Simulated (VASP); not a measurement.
A run of VASP 6.6.1 is set up as follows.

File INCAR:

```
ALGO = Normal
EDIFF = 1E-7
ENCUT = 600
GGA = PE
ISIF = 2
ISMEAR = -1
LASPH = T
LCHARG = F
LREAL = F
LWAVE = F
NELM = 80
PREC = Accurate
SIGMA = 0.05
```

The input KPOINTS:

```
k-points
0
Gamma
  8 8 8
```

The input POSCAR:

```
InP
1.0
    0.0000000000      2.9305000000      2.9305000000
    2.9305000000      0.0000000000      2.9305000000
    2.9305000000      2.9305000000      0.0000000000
In P
1 1
Direct
    0.0000000000      0.0000000000      0.0000000000
    0.7500000000      0.7500000000      0.7500000000
```

KPOINTS_OPT

```
path GXWKGLUWLK,UX
20
line-mode
reciprocal
 0.0000000000  0.0000000000  0.0000000000  G
 0.5000000000  0.0000000000  0.5000000000  X

 0.5000000000  0.0000000000  0.5000000000  X
 0.5000000000  0.2500000000  0.7500000000  W

 0.5000000000  0.2500000000  0.7500000000  W
 0.3750000000  0.3750000000  0.7500000000  K

 0.3750000000  0.3750000000  0.7500000000  K
 0.0000000000  0.0000000000  0.0000000000  G

 0.0000000000  0.0000000000  0.0000000000  G
 0.5000000000  0.5000000000  0.5000000000  L

 0.5000000000  0.5000000000  0.5000000000  L
 0.6250000000  0.2500000000  0.6250000000  U

 0.6250000000  0.2500000000  0.6250000000  U
 0.5000000000  0.2500000000  0.7500000000  W

 0.5000000000  0.2500000000  0.7500000000  W
 0.5000000000  0.5000000000  0.5000000000  L

 0.5000000000  0.5000000000  0.5000000000  L
 0.3750000000  0.3750000000  0.7500000000  K

 0.6250000000  0.2500000000  0.6250000000  U
 0.5000000000  0.0000000000  0.5000000000  X
```

Potentials or basis: VASP PAW PBE potentials, release 64 (In_d_GW, P_GW).

The run is started by

```sh
$ cat potpaw_PBE.64/In_d_GW/POTCAR potpaw_PBE.64/P_GW/POTCAR > POTCAR
$ mpirun -np 1 vasp_std > vasp.out
```

Question: Estimate the band gap on the k mesh.

Answer: 0.71 eV, direct.

Question: Estimate the pressure.

Answer: 3.3 GPa.

Question: Predict the band gap along the path.

Answer: 0.71 eV, direct.

Levels at the corners of the path, in eV from the valence-band top:
```tsv
point	band 6	band 7	band 8	band 9	band 10	band 11	band 12	band 13
Γ	-11.52	0.00	0.00	0.00	0.71	4.09	4.09	4.09
X	-9.14	-5.75	-2.32	-2.32	1.76	2.27	9.31	9.58
X	-9.14	-5.75	-2.32	-2.32	1.76	2.27	9.22	9.58
W	-9.06	-5.60	-2.95	-2.91	4.29	4.38	5.57	6.21
W	-9.06	-5.60	-2.95	-2.91	4.29	4.38	5.57	6.21
K	-9.15	-5.61	-3.30	-1.94	2.36	4.39	7.51	7.53
K	-9.15	-5.61	-3.30	-1.94	2.36	4.39	7.51	7.89
Γ	-11.52	0.00	0.00	0.00	0.71	4.09	4.09	4.09
Γ	-11.52	0.00	0.00	0.00	0.71	4.09	4.09	4.09
L	-9.80	-5.73	-0.97	-0.97	1.50	4.81	4.81	7.11
L	-9.80	-5.73	-0.97	-0.97	1.50	4.81	4.81	7.11
U	-9.15	-5.61	-3.30	-1.94	2.36	4.39	7.51	7.55
U	-9.15	-5.61	-3.30	-1.94	2.36	4.39	7.51	7.53
W	-9.06	-5.60	-2.95	-2.91	4.29	4.38	5.57	6.21
W	-9.06	-5.60	-2.95	-2.91	4.29	4.38	5.57	6.21
L	-9.80	-5.73	-0.97	-0.97	1.50	4.81	4.81	7.11
L	-9.80	-5.73	-0.97	-0.97	1.50	4.81	4.81	7.11
K	-9.15	-5.61	-3.30	-1.94	2.36	4.39	7.53	7.54
U	-9.15	-5.61	-3.30	-1.94	2.36	4.39	7.51	7.54
X	-9.14	-5.75	-2.32	-2.32	1.76	2.27	9.27	9.59
```

Caveat: spin-orbit coupling is left out, which moves the levels of the heavy elements.

**What was measured.**

A printed reference work, data compilation reports, for a bulk crystal of InP at 1.6 K: band gap 1.4236 eV (direct).

Measured gap of InP: 1.4236 eV (direct; 1.6 K; a printed reference work, data compilation). This calculation gives 0.71 eV (-0.71 eV). Spin-orbit coupling on In is left out. The value is that of PBE, without temperature or zero-point motion. Semilocal functionals fall short of measured gaps as a rule.
